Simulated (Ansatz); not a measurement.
WC (Qusongite):

```
W C
1.0
     2.90650    0.00000    0.00000
    -1.45325    2.51710    0.00000
     0.00000    0.00000    2.83660
W C
1 1
Direct
  0.00000 0.00000 0.00000
  0.66667 0.33333 0.50000
```

```yaml
Program: Ansatz 0.2.0
Task: relaxation of cell and atoms
Functional: PBEsol
Dispersion: D4
Potentials_or_basis: Ansatz PAW
Cutoff: "420 eV (not typed: the program's choice for these potentials)"
k_mesh: 10 × 10 × 9
Occupations: fermi-dirac, width 0.05 eV
Spin: no spin polarisation
```

At the start: volume 10.38 Å³/atom.

Problem. How do energy, volume and symmetry change on relaxing?

Solution. It ends after 5 steps and the volume is 10.19 Å³/atom (-1.8 %); space group P-6m2 (No. 187, to 0.05 Å).

The path:
```
step  energy change (eV)  largest force (eV/Å)  volume (Å³)
   1              0.0000                0.0000        20.75
   2             -0.0067                0.0000        20.16
   3             -0.0093                0.0000        20.38
   4             -0.0097                0.0000        20.38
   5             -0.0090                0.0000        20.38
```

Final structure:
```
CELL_PARAMETERS angstrom
2.88930 0.00000 0.00000
-1.44465 2.50221 0.00000
0.00000 0.00000 2.81834
ATOMIC_POSITIONS crystal
W 0.00000 0.00000 0.00000
C 0.66667 0.33333 0.50000
```

Caveat: the plane-wave basis is chosen anew once the cell has moved, so the energies of steps on either side of that aren't comparable; the pressure holds a Pulay correction of +0.3 GPa for the finite cutoff; the PAW data sets come from PBE, with cores solved anew for the run's functional, which leaves a small shift of forces and pressure.
